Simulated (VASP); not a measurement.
# LiCl (F-43m) in VASP: further runs

The runs below take LiCl through single point, with PBE.

All numbers are computed with VASP 6.6.1; they aren't measurements. Logs are shortened: lines on timing, memory, paths and dates and some standing lists are left out, and cuts for length are marked.

### Step 1. Starting point

The structure is cubic, space group F-43m (No. 216). Conventional cell: a = 5.466 Å, b = 5.466 Å, c = 5.466 Å, α = 90.00°, β = 90.00°, γ = 90.00°. Li (site symmetry -43m) has 4 Cl at 2.37 Å as nearest neighbours. Cl (site symmetry -43m) has 4 Li at 2.37 Å as nearest neighbours.

The cell was built by a generator and needn't be a form met in nature.

### Step 2. Single point, PBE

INCAR

```
SYSTEM = LiCl
PREC = Accurate
ENCUT = 520
EDIFF = 1E-6
ISMEAR = -1
SIGMA = 0.02
LREAL = .FALSE.
LASPH = .TRUE.
NELM = 100
ALGO = Normal
ISIF = 2
LWAVE = .FALSE.
LCHARG = .FALSE.
GGA = PE
NBANDS = 12
```

KPOINTS

```
regular mesh
0
G
  8 8 8
  0 0 0
```

POSCAR

```
LiCl
1.0
    0.0000000000      2.7330425368      2.7330425368
    2.7330425368      0.0000000000      2.7330425368
    2.7330425368      2.7330425368      0.0000000000
Li Cl
1 1
Direct
    0.0000000000      0.0000000000      0.0000000000
    0.2500000000      0.2500000000      0.2500000000
```

Potentials or basis: VASP PAW PBE potentials, release 64 (Li_sv, Cl).

Launch:

```console
$ cat potpaw_PBE.64/Li_sv/POTCAR potpaw_PBE.64/Cl/POTCAR > POTCAR
$ mpirun -np 1 vasp_std > vasp.out
```

OUTCAR:

```text
SYSTEM = LiCl
   PREC = Accurate
   ENCUT = 520
   EDIFF = 1E-6
   ISMEAR = -1
   LREAL = .FALSE.
   LASPH = .TRUE.
   NELM = 100
   ISIF = 2
   GGA = PE

 ion  position               nearest neighbor table
   1  0.000  0.000  0.000-   2 2.37   2 2.37   2 2.37   2 2.37
   2  0.250  0.250  0.250-   1 2.37   1 2.37   1 2.37   1 2.37

  LATTYP: Found a face centered cubic cell.
 ALAT       =     5.4660850736

  Lattice vectors:

 A1 = (   0.0000000000,   2.7330425368,   2.7330425368)
 A2 = (   2.7330425368,   0.0000000000,   2.7330425368)
 A3 = (   2.7330425368,   2.7330425368,   0.0000000000)

Analysis of symmetry for initial positions (statically):
=====================================================================
 Subroutine PRICEL returns:
 Original cell was already a primitive cell.

 Routine SETGRP: Setting up the symmetry group for a
 face centered cubic supercell.

 Subroutine GETGRP returns: Found 24 space group operations
 (whereof 24 operations were pure point group operations)
 out of a pool of 48 trial point group operations.

The static configuration has the point symmetry T_d .

Analysis of symmetry for dynamics (positions and initial velocities):
=====================================================================
 Subroutine PRICEL returns:
 Original cell was already a primitive cell.

 Routine SETGRP: Setting up the symmetry group for a
 face centered cubic supercell.

 Subroutine GETGRP returns: Found 24 space group operations
 (whereof 24 operations were pure point group operations)
 out of a pool of 48 trial point group operations.

The dynamic configuration has the point symmetry T_d .

 Subroutine INISYM returns: Found 24 space group operations
 (whereof 24 operations are pure point group operations),
 and found     1 'primitive' translations

----------------------------------------------------------------------------------------

                                     Primitive cell

  volume of cell :      40.8290

  direct lattice vectors                    reciprocal lattice vectors
     0.000000000  2.733042537  2.733042537    -0.182946293  0.182946293  0.182946293
     2.733042537  0.000000000  2.733042537     0.182946293 -0.182946293  0.182946293
     2.733042537  2.733042537  0.000000000     0.182946293  0.182946293 -0.182946293

  length of vectors
     3.865105822  3.865105822  3.865105822     0.316872274  0.316872274  0.316872274

  position of ions in fractional coordinates (direct lattice)
     0.000000000  0.000000000  0.000000000
     0.250000000  0.250000000  0.250000000

  ion indices of the primitive-cell ions
   primitive index   ion index
                 1           1
                 2           2

----------------------------------------------------------------------------------------

 KPOINTS: regular mesh

Automatic generation of k-mesh.
 Grid dimensions read from file:
 generate k-points for:    8    8    8

 Generating k-lattice:

  Cartesian coordinates                     Fractional coordinates (reciprocal lattice)
    -0.022868287  0.022868287  0.022868287     0.125000000  0.000000000  0.000000000
     0.022868287 -0.022868287  0.022868287     0.000000000  0.125000000  0.000000000
     0.022868287  0.022868287 -0.022868287     0.000000000  0.000000000  0.125000000

  Length of vectors
     0.039609034  0.039609034  0.039609034

  Shift w.r.t. Gamma in fractional coordinates (k-lattice)
     0.000000000  0.000000000  0.000000000

 Subroutine IBZKPT returns following result:
 ===========================================

 Found     29 irreducible k-points:

 Following reciprocal coordinates:
            Coordinates               Weight
  0.000000  0.000000  0.000000      1.000000
  0.125000  0.000000  0.000000      8.000000
  0.250000  0.000000  0.000000      8.000000
  0.375000  0.000000  0.000000      8.000000
  0.500000  0.000000  0.000000      4.000000
  0.125000  0.125000  0.000000      6.000000
[... 16 lines left out ...]
  0.500000  0.250000  0.125000     48.000000
 -0.375000  0.250000  0.125000     24.000000
 [... further k-points ...]
   k-points           NKPTS =     29   k-points in BZ     NKDIM =     29   number of bands    NBANDS=     12
   number of dos      NEDOS =    301   number of ions     NIONS =      2
   total plane-waves  NPLWV =  27000
   dimension x,y,z NGX =    30 NGY =   30 NGZ =   30
   dimension x,y,z NGXF=    60 NGYF=   60 NGZF=   60
   ions per type =               1   1
   NGX,Y,Z   is equivalent  to a cutoff of  12.90, 12.90, 12.90 a.u.
   NGXF,Y,Z  is equivalent  to a cutoff of  25.81, 25.81, 25.81 a.u.
 SYSTEM =  LiCl
   PREC   = accura    normal or accurate (medium, high low for compatibility)
   ISTART =      0    job   : 0-new  1-cont  2-samecut
   ICHARG =      2    charge: 1-file 2-atom 10-const
   ISPIN  =      1    spin polarized calculation?
   LNONCOLLINEAR =      F non collinear calculations
   LSORBIT =      F    spin-orbit coupling
   LASPH  =      T    aspherical Exc in radial PAW
   ENCUT  =  520.0 eV  38.22 Ry    6.18 a.u.   7.19  7.19  7.19*2*pi/ulx,y,z
   NELM   =    100;   NELMIN=  2; NELMDL= -5     # of ELM steps
   EDIFF  = 0.1E-05   stopping-criterion for ELM
   LREAL  =      F    real-space projection
   EDIFFG = 0.1E-04   stopping-criterion for IOM
   NSW    =      0    number of steps for IOM
   IBRION =     -1    ionic relax: 0-MD 1-quasi-New 2-CG
   NFREE  =      0    steps in history (QN), initial steepest desc. (CG)
   ISIF   =      2    stress and relaxation
   ISYM   =      2    0-nonsym 1-usesym 2-fastsym
   POTIM  = 0.5000    time-step for ionic-motion
   TEBEG  =    0.0;   TEEND  =   0.0 temperature during run
   PSTRESS=    0.0 pullay stress
   NELECT =      10.0000    total number of electrons
   NUPDOWN=      -1.0000    fix difference up-down
   EMIN   =  10.00;   EMAX   =-10.00  energy-range for DOS
   EFERMI =   0.00;   METHOD = LEGACY
   ISMEAR =    -1;   SIGMA  =   0.02  broadening in eV -4-tet -1-fermi 0-gaus
   EFERMI_NEDOS =   21; number of points for ismear=-14 and -15
   IALGO  =     38    algorithm
   IMIX   =      4    mixing-type and parameters
     AMIX     =   0.40;   BMIX     =  1.00
     AMIX_MAG =   1.60;   BMIX_MAG =  1.00
  volume/ion in A,a.u.               =      20.41       137.76
  Fermi-wavevector in a.u.,A,eV,Ry     =   1.024279  1.935607 14.274529  1.049148
  Thomas-Fermi vector in A             =   2.158058
   LORBIT       =      0    0 simple, 1 ext, 2 COOP (PROOUT), +10 PAW based schemes
   GGA     = PE    functional components
   LHFCALC =     F    Hartree Fock is set to
   AEXX    =    0.0000 exact exchange contribution
   IVDW    =     0    specifies the selected vdW correction
   LEPSILON=     F    determine dielectric tensor
   LRPA    =     F    only Hartree local field effects (RPA)
 non-spin polarized calculation
  energy-cutoff  :      520.00
  volume of cell :       40.83
 maximum number of plane-waves:      1124
 NGX is ok and might be reduce to    30
   NGX = 15   NGY = 15   NGZ = 15

 number of electron      10.0000001 magnetization

 Free energy of the ion-electron system (eV)
  ---------------------------------------------------
  ext. energy  EPLUGINS =         0.00000000
  ---------------------------------------------------
  free energy    TOTEN  =        -7.42515516 eV

  energy without entropy =       -7.42515516  energy(sigma->0) =       -7.42515516

 E-fermi :  -0.6735     XC(G=0):  -7.7281

 val. band max:       -1.1403337845   @ k =   0.0000   0.0000   0.0000
 cond. band min:       4.9149572259   @ k =   0.0000   0.0000   0.0000
 fundamental gap:      6.0552910104
 Fermi energy:        -0.6735347067

 k-point     1 :       0.0000    0.0000    0.0000
  band No.  band energies     occupation
      1     -43.9810      2.00000
      2     -13.8747      2.00000
      3      -1.1403      2.00000
      4      -1.1403      2.00000
      5      -1.1403      2.00000
      6       4.9150      0.00000
      7       9.0388      0.00000
      8       9.0388      0.00000
      9       9.0388      0.00000
     10      13.3970      0.00000
     11      13.3970      0.00000
     12      16.5816      0.00000

 k-point     2 :       0.1250    0.0000    0.0000
  band No.  band energies     occupation
      1     -43.9809      2.00000
      2     -13.8339      2.00000
      3      -1.5121      2.00000
      4      -1.1864      2.00000
      5      -1.1864      2.00000
      6       5.3227      0.00000
      7       9.1438      0.00000
      8       9.2120      0.00000
      9       9.2120      0.00000
     10      12.8896      0.00000
     11      12.8897      0.00000
     12      15.5806      0.00000

 k-point     3 :       0.2500    0.0000    0.0000
  band No.  band energies     occupation
      1     -43.9803      2.00000
      2     -13.7320      2.00000
      3      -2.2759      2.00000
      4      -1.2926      2.00000
      5      -1.2926      2.00000
      6       6.1874      0.00000
      7       9.3487      0.00000
      8       9.4261      0.00000
      9       9.4261      0.00000
     10      12.7096      0.00000
     11      12.7096      0.00000
     12      15.0332      0.00000
[... 286 lines left out ...]
 k-point    23 :       0.5000    0.2500    0.1250
  band No.  band energies     occupation
      1     -43.9795      2.00000
      2     -13.5686      2.00000
      3      -2.7692      2.00000
      4      -1.9069      2.00000
      5      -1.5730      2.00000
      6       7.2791      0.00000
      7       8.4872      0.00000
      8       9.9923      0.00000
      9      10.4137      0.00000
     10      12.3701      0.00000
     11      14.9556      0.00000
     12      15.7014      0.00000

 k-point    24 :      -0.3750    0.2500    0.1250
  band No.  band energies     occupation
      1     -43.9793      2.00000
      2     -13.5315      2.00000
      3      -2.9294      2.00000
      4      -1.9458      2.00000
      5      -1.6531      2.00000
      6       7.6944      0.00000
      7       8.1298      0.00000
      8      10.3354      0.00000
      9      10.5409      0.00000
     10      12.6573      0.00000
     11      14.7185      0.00000
     12      15.5579      0.00000

 [... further k-points ...]

------------------------ aborting loop because EDIFF is reached ----------------------------------------

  FORCE on cell =-STRESS in cart. coord.  units (eV):
  Direction    XX          YY          ZZ          XY          YZ          ZX
  --------------------------------------------------------------------------------------
  -------------------------------------------------------------------------------------
  Total        0.1562253      0.1562253      0.1562253      0.0000000     -0.0000000      0.0000000
  in kB        6.1304546      6.1304546      6.1304546      0.0000000     -0.0000000      0.0000000
  external PRESSURE =       6.1304546 kB  Pullay stress =       0.0000000 kB

 VOLUME and BASIS-vectors are now :
 -----------------------------------------------------------------------------
  energy-cutoff  :      520.00
  volume of cell :       40.83
      direct lattice vectors                 reciprocal lattice vectors
     0.000000000  2.733042537  2.733042537    -0.182946293  0.182946293  0.182946293
     2.733042537  0.000000000  2.733042537     0.182946293 -0.182946293  0.182946293
     2.733042537  2.733042537  0.000000000     0.182946293  0.182946293 -0.182946293

 POSITION                                       TOTAL-FORCE (eV/Angst)
 -----------------------------------------------------------------------------------
      0.00000      0.00000      0.00000         0.000000      0.000000      0.000000
      1.36652      1.36652      1.36652        -0.000000     -0.000000     -0.000000
 -----------------------------------------------------------------------------------
    total drift:                                0.000000      0.000000      0.000000

  FREE ENERGIE OF THE ION-ELECTRON SYSTEM (eV)
  ---------------------------------------------------
  free  energy   TOTEN  =        -7.4251551582 eV

  energy  without entropy=       -7.4251551582  energy(sigma->0) =       -7.42515516
```

Run time: 19 s. Hardware: 1 thread of Intel Xeon Platinum 8259CL at 2.50GHz (Skylake/Cascade Lake), shared host; peak memory 0.16 GiB.

Results:

| Property | Result |
| --- | --- |
| Free energy | -7.4252 eV |
| Band gap on the k mesh | 6.06 eV, direct |

Levels at points of the mesh, in eV from the valence-band top:
| k point | band 3 | band 4 | band 5 | band 6 | band 7 | band 8 |
| --- | --- | --- | --- | --- | --- | --- |
| (0.00, 0.00, 0.00) | 0.00 | 0.00 | 0.00 | 6.06 | 10.18 | 10.18 |
| (0.50, 0.00, 0.00) | -2.03 | -0.29 | -0.29 | 8.39 | 10.35 | 10.35 |
| (0.50, 0.50, 0.00) | -1.65 | -0.84 | -0.84 | 6.64 | 9.66 | 13.51 |

Caveat: the cutoff is under 1.25 times the usual one of these potentials, so pressure, stress and relaxed cells hold a basis-set (Pulay) error.

### Step 3. Single point, PBE (epitaxial_xy strain +2.5%)

INCAR

```
PREC = Accurate
ENCUT = 520
EDIFF = 1E-7
ISMEAR = -1
SIGMA = 0.02
LREAL = F
LASPH = T
NELM = 100
ALGO = Fast
ISIF = 2
LWAVE = F
LCHARG = F
GGA = PE
NBANDS = 12
```

KPOINTS

```
Automatic mesh
0
Gamma
  8 8 8
```

POSCAR

```
LiCl
1.0
    0.0000000000      2.8013686002      2.6319369426
    2.8013686002      0.0000000000      2.6319369426
    2.8013686002      2.8013686002      0.0000000000
Li Cl
1 1
Direct
    0.0000000000      0.0000000000      0.0000000000
    0.2500000000      0.2500000000      0.2500000000
```

Potentials or basis: VASP PAW PBE potentials, release 64 (Li_sv, Cl).

Launch:

```console
$ cat potpaw_PBE.64/Li_sv/POTCAR potpaw_PBE.64/Cl/POTCAR > POTCAR
$ mpirun -np 1 vasp_std > vasp.out
```

It took 63 s on 1 thread of Intel Xeon Platinum 8259CL at 2.50GHz (Skylake/Cascade Lake), shared host; peak memory 0.17 GiB.

It converged, with:

```
Free energy            : -7.4240 eV
Band gap on the k mesh : 5.94 eV, direct
```

Levels at points of the mesh, in eV from the valence-band top:
```csv
k point,band 3,band 4,band 5,band 6,band 7,band 8
"(0.00, 0.00, 0.00)",-0.10,-0.10,0.00,5.94,10.09,10.09
"(0.50, 0.00, 0.00)",-2.06,-0.46,-0.25,8.24,10.00,10.59
"(0.50, 0.50, 0.00)",-1.59,-1.03,-1.03,6.53,9.38,13.66
"(0.50, 0.00, 0.50)",-1.73,-0.85,-0.78,6.62,9.69,13.06
```

Caveat: the cutoff is under 1.25 times the usual one of these potentials, so pressure, stress and relaxed cells hold a basis-set (Pulay) error.
